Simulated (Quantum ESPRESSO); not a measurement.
Set up this calculation in Quantum ESPRESSO 7.5, as the native input.

```
Task                        : phonons and electron-phonon coupling
Functional                  : LDA
Potentials or basis         : GBRV 1.5 LDA
Cutoff                      : 612 eV
Density cutoff              : 4898 eV
k mesh                      : 12 × 12 × 12
Occupations                 : methfessel-paxton, width 0.272 eV
Spin                        : no spin polarisation
Form of the LDA correlation : PZ81
Mixing beta                 : 0.5
Most SCF iterations         : 120
SCF threshold               : 2e-10 Ry
q mesh                      : 4 × 4 × 4
```

Crystal: Nb.

```
Nb
1.0
    -1.66395    1.66395    1.66395
     1.66395   -1.66395    1.66395
     1.66395    1.66395   -1.66395
Nb
1
Direct
  0.00000 0.00000 0.00000
```

One way to write it, as run:

pw.in

```
&CONTROL
  calculation = 'scf'
  prefix = 'pwscf'
  outdir = './tmp'
  pseudo_dir = './pseudo'
  tprnfor = .true.
  tstress = .true.
  disk_io = 'low'
/
&SYSTEM
  ibrav = 0
  nat = 1
  ntyp = 1
  ecutwfc = 45
  ecutrho = 360
  nbnd = 12
  occupations = 'smearing'
  smearing = 'mp'
  degauss = 0.01999163
/
&ELECTRONS
  conv_thr = 2d-10
  electron_maxstep = 120
  mixing_beta = 0.5
/
ATOMIC_SPECIES
Nb    92.9064 nb_lda_v1.uspp.F.UPF
CELL_PARAMETERS angstrom
  -1.6639500000    1.6639500000    1.6639500000
   1.6639500000   -1.6639500000    1.6639500000
   1.6639500000    1.6639500000   -1.6639500000
ATOMIC_POSITIONS crystal
Nb     0.0000000000    0.0000000000    0.0000000000
K_POINTS automatic
12 12 12 0 0 0
```

relax.in

```
&CONTROL
  calculation = 'vc-relax'
  prefix = 'pwscf'
  outdir = './tmp'
  pseudo_dir = './pseudo'
  tprnfor = .true.
  tstress = .true.
  disk_io = 'low'
  nstep = 40
  forc_conv_thr = 0.0001
  etot_conv_thr = 1d-06
/
&SYSTEM
  ibrav = 0
  nat = 1
  ntyp = 1
  ecutwfc = 45
  ecutrho = 360
  nbnd = 12
  occupations = 'smearing'
  smearing = 'mp'
  degauss = 0.01999163
/
&ELECTRONS
  conv_thr = 2d-10
  electron_maxstep = 120
  mixing_beta = 0.5
/
&IONS
  ion_dynamics = 'bfgs'
/
&CELL
  cell_dynamics = 'bfgs'
  press = 0
  press_conv_thr = 0.2
/
ATOMIC_SPECIES
Nb    92.9064 nb_lda_v1.uspp.F.UPF
CELL_PARAMETERS angstrom
  -1.6639500000    1.6639500000    1.6639500000
   1.6639500000   -1.6639500000    1.6639500000
   1.6639500000    1.6639500000   -1.6639500000
ATOMIC_POSITIONS crystal
Nb     0.0000000000    0.0000000000    0.0000000000
K_POINTS automatic
12 12 12 0 0 0
```

scf2.in

```
&CONTROL
  calculation = 'scf'
  prefix = 'pwscf'
  outdir = './tmp'
  pseudo_dir = './pseudo'
  tprnfor = .true.
  tstress = .true.
  disk_io = 'low'
/
&SYSTEM
  ibrav = 0
  nat = 1
  ntyp = 1
  ecutwfc = 45
  ecutrho = 360
  nbnd = 12
  occupations = 'smearing'
  smearing = 'mp'
  degauss = 0.01999163
/
&ELECTRONS
  conv_thr = 1d-13
  electron_maxstep = 120
  mixing_beta = 0.5
  startingpot = 'file'
  startingwfc = 'file'
/
ATOMIC_SPECIES
Nb    92.9064 nb_lda_v1.uspp.F.UPF
CELL_PARAMETERS angstrom
  -1.6231430633    1.6231430633    1.6231430633
   1.6231430633   -1.6231430633    1.6231430633
   1.6231430633    1.6231430633   -1.6231430633
ATOMIC_POSITIONS crystal
Nb     0.0000000000    0.0000000000    0.0000000000
K_POINTS automatic
12 12 12 0 0 0
```

dense.in

```
&CONTROL
  calculation = 'scf'
  prefix = 'pwscf'
  outdir = './tmp'
  pseudo_dir = './pseudo'
  tprnfor = .true.
  tstress = .true.
  disk_io = 'low'
/
&SYSTEM
  ibrav = 0
  nat = 1
  ntyp = 1
  ecutwfc = 45
  ecutrho = 360
  nbnd = 12
  occupations = 'smearing'
  smearing = 'mp'
  degauss = 0.01999163
  la2F = .true.
/
&ELECTRONS
  conv_thr = 1d-12
  electron_maxstep = 120
  mixing_beta = 0.5
  startingpot = 'file'
/
ATOMIC_SPECIES
Nb    92.9064 nb_lda_v1.uspp.F.UPF
CELL_PARAMETERS angstrom
  -1.6231430633    1.6231430633    1.6231430633
   1.6231430633   -1.6231430633    1.6231430633
   1.6231430633    1.6231430633   -1.6231430633
ATOMIC_POSITIONS crystal
Nb     0.0000000000    0.0000000000    0.0000000000
K_POINTS automatic
36 36 36 0 0 0
```

scf3.in

```
&CONTROL
  calculation = 'scf'
  prefix = 'pwscf'
  outdir = './tmp'
  pseudo_dir = './pseudo'
  tprnfor = .true.
  tstress = .true.
  disk_io = 'low'
/
&SYSTEM
  ibrav = 0
  nat = 1
  ntyp = 1
  ecutwfc = 45
  ecutrho = 360
  nbnd = 12
  occupations = 'smearing'
  smearing = 'mp'
  degauss = 0.01999163
/
&ELECTRONS
  conv_thr = 1d-12
  electron_maxstep = 120
  mixing_beta = 0.5
  startingpot = 'file'
/
ATOMIC_SPECIES
Nb    92.9064 nb_lda_v1.uspp.F.UPF
CELL_PARAMETERS angstrom
  -1.6231430633    1.6231430633    1.6231430633
   1.6231430633   -1.6231430633    1.6231430633
   1.6231430633    1.6231430633   -1.6231430633
ATOMIC_POSITIONS crystal
Nb     0.0000000000    0.0000000000    0.0000000000
K_POINTS automatic
12 12 12 0 0 0
```

ph.in

```
phonon_bands of Nb
&INPUTPH
  prefix = 'pwscf'
  outdir = './tmp'
  tr2_ph = 1d-18
  fildyn = 'dyn'
  niter_ph = 90
  alpha_mix(1) = 0.4
  ldisp = .true.
  nq1 = 4
  nq2 = 4
  nq3 = 4
  electron_phonon = 'interpolated'
  el_ph_sigma = 0.005
  el_ph_nsigma = 10
  fildvscf = 'dvscf'
/
```

q2r.in

```
&INPUT
  fildyn = 'dyn'
  zasr = 'crystal'
  flfrc = 'fc'
  la2F = .true.
/
```

matdyn.in

```
&INPUT
  asr = 'crystal'
  flfrc = 'fc'
  flfrq = 'freq'
  q_in_cryst_coord = .true.
  flvec = ' '
/
80
 0.0000000000  0.0000000000  0.0000000000
 0.0312500000 -0.0312500000  0.0312500000
 0.0625000000 -0.0625000000  0.0625000000
 0.0937500000 -0.0937500000  0.0937500000
 0.1250000000 -0.1250000000  0.1250000000
 0.1562500000 -0.1562500000  0.1562500000
 0.1875000000 -0.1875000000  0.1875000000
 0.2187500000 -0.2187500000  0.2187500000
 0.2500000000 -0.2500000000  0.2500000000
 0.2812500000 -0.2812500000  0.2812500000
 0.3125000000 -0.3125000000  0.3125000000
 0.3437500000 -0.3437500000  0.3437500000
 0.3750000000 -0.3750000000  0.3750000000
 0.4062500000 -0.4062500000  0.4062500000
 0.4375000000 -0.4375000000  0.4375000000
 0.4687500000 -0.4687500000  0.4687500000
 0.5000000000 -0.5000000000  0.5000000000
 0.4545454545 -0.4545454545  0.5000000000
 0.4090909091 -0.4090909091  0.5000000000
 0.3636363636 -0.3636363636  0.5000000000
 0.3181818182 -0.3181818182  0.5000000000
 0.2727272727 -0.2727272727  0.5000000000
 0.2272727273 -0.2272727273  0.5000000000
 0.1818181818 -0.1818181818  0.5000000000
 0.1363636364 -0.1363636364  0.5000000000
 0.0909090909 -0.0909090909  0.5000000000
 0.0454545455 -0.0454545455  0.5000000000
 0.0000000000  0.0000000000  0.5000000000
 0.0000000000  0.0000000000  0.4583333333
 0.0000000000  0.0000000000  0.4166666667
 0.0000000000  0.0000000000  0.3750000000
 0.0000000000  0.0000000000  0.3333333333
 0.0000000000  0.0000000000  0.2916666667
 0.0000000000  0.0000000000  0.2500000000
 0.0000000000  0.0000000000  0.2083333333
 0.0000000000  0.0000000000  0.1666666667
 0.0000000000  0.0000000000  0.1250000000
 0.0000000000  0.0000000000  0.0833333333
 0.0000000000  0.0000000000  0.0416666667
 0.0000000000  0.0000000000  0.0000000000
 0.0166666667  0.0166666667  0.0166666667
 0.0333333333  0.0333333333  0.0333333333
 0.0500000000  0.0500000000  0.0500000000
 0.0666666667  0.0666666667  0.0666666667
 0.0833333333  0.0833333333  0.0833333333
 0.1000000000  0.1000000000  0.1000000000
 0.1166666667  0.1166666667  0.1166666667
 0.1333333333  0.1333333333  0.1333333333
 0.1500000000  0.1500000000  0.1500000000
 0.1666666667  0.1666666667  0.1666666667
 0.1833333333  0.1833333333  0.1833333333
 0.2000000000  0.2000000000  0.2000000000
 0.2166666667  0.2166666667  0.2166666667
 0.2333333333  0.2333333333  0.2333333333
 0.2500000000  0.2500000000  0.2500000000
 0.2666666667  0.2000000000  0.2666666667
 0.2833333333  0.1500000000  0.2833333333
 0.3000000000  0.1000000000  0.3000000000
 0.3166666667  0.0500000000  0.3166666667
 0.3333333333  0.0000000000  0.3333333333
 0.3500000000 -0.0500000000  0.3500000000
 0.3666666667 -0.1000000000  0.3666666667
 0.3833333333 -0.1500000000  0.3833333333
 0.4000000000 -0.2000000000  0.4000000000
 0.4166666667 -0.2500000000  0.4166666667
 0.4333333333 -0.3000000000  0.4333333333
 0.4500000000 -0.3500000000  0.4500000000
 0.4666666667 -0.4000000000  0.4666666667
 0.4833333333 -0.4500000000  0.4833333333
 0.5000000000 -0.5000000000  0.5000000000
 0.2500000000  0.2500000000  0.2500000000
 0.2222222222  0.2222222222  0.2777777778
 0.1944444444  0.1944444444  0.3055555556
 0.1666666667  0.1666666667  0.3333333333
 0.1388888889  0.1388888889  0.3611111111
 0.1111111111  0.1111111111  0.3888888889
 0.0833333333  0.0833333333  0.4166666667
 0.0555555556  0.0555555556  0.4444444444
 0.0277777778  0.0277777778  0.4722222222
 0.0000000000  0.0000000000  0.5000000000
```

matdyn_dos.in

```
&INPUT
  asr = 'crystal'
  flfrc = 'fc'
  dos = .true.
  fldos = 'phdos'
  nk1 = 18
  nk2 = 18
  nk3 = 18
  deltaE = 1
  flvec = ' '
  flfrq = ' '
/
```

matdyn_a2f.in

```
&INPUT
  asr = 'crystal'
  flfrc = 'fc'
  la2F = .true.
  dos = .true.
  fldos = 'dos2'
  nk1 = 14
  nk2 = 14
  nk3 = 14
  ndos = 60
  el_ph_nsigma = 10
  flfrq = 'dosfreq2'
  flvec = ' '
/
```

matdyn_mesh.in

```
&INPUT
  asr = 'crystal'
  flfrc = 'fc'
  flfrq = 'mesh'
  q_in_cryst_coord = .true.
  flvec = ' '
/
1000
 0.05000000  0.05000000  0.05000000
 0.05000000  0.05000000  0.15000000
 0.05000000  0.05000000  0.25000000
[... 997 further points of the even 10 x 10 x 10 mesh, shifted by half a step ...]
```

Potentials or basis: GBRV 1.5 LDA.

Run with:

```bash
$ OMP_NUM_THREADS=1 mpirun -n 4 pw.x -nk 4 -in pw.in > pw.out
$ OMP_NUM_THREADS=1 mpirun -n 4 pw.x -nk 4 -in relax.in > relax.out
$ OMP_NUM_THREADS=1 mpirun -n 4 pw.x -nk 4 -in scf2.in > scf2.out
$ OMP_NUM_THREADS=1 mpirun -n 4 pw.x -nk 4 -in dense.in > dense.out
$ OMP_NUM_THREADS=1 mpirun -n 4 pw.x -nk 4 -in scf3.in > scf3.out
$ OMP_NUM_THREADS=1 mpirun -n 4 ph.x -nk 4 -in ph.in > ph.out
$ OMP_NUM_THREADS=1 mpirun -n 1 q2r.x -in q2r.in > q2r.out
$ OMP_NUM_THREADS=1 mpirun -n 1 matdyn.x -in matdyn.in > matdyn.out
$ OMP_NUM_THREADS=1 mpirun -n 1 matdyn.x -in matdyn_dos.in > matdyn_dos.out
$ OMP_NUM_THREADS=1 mpirun -n 1 matdyn.x -in matdyn_a2f.in > matdyn_a2f.out
$ OMP_NUM_THREADS=1 mpirun -n 1 matdyn.x -in matdyn_mesh.in > matdyn_mesh.out
```

It gave:

The relaxed volume is 17.11 Å³/atom, the relaxed cell is a = 2.811 Å, b = 2.811 Å, c = 2.811 Å, α = 109.47°, β = 109.47°, γ = 109.47° and the space group after relaxing (to 0.05 Å) is Im-3m (No. 229). The pressure after relaxing is 0.0 GPa, the band gap on the k mesh is none (metal or under the smearing width) and the highest phonon frequency is 228 cm⁻¹. The most unstable mode is 34i cm⁻¹.

Caveat: some modes are imaginary; λ from interpolated matrix elements is rough: modes that symmetry makes equal can differ by tens of percent.

Run time: 16 min on 4 MPI ranks on Arm Neoverse V1 (shared host), peak memory 0.36 GiB a rank.
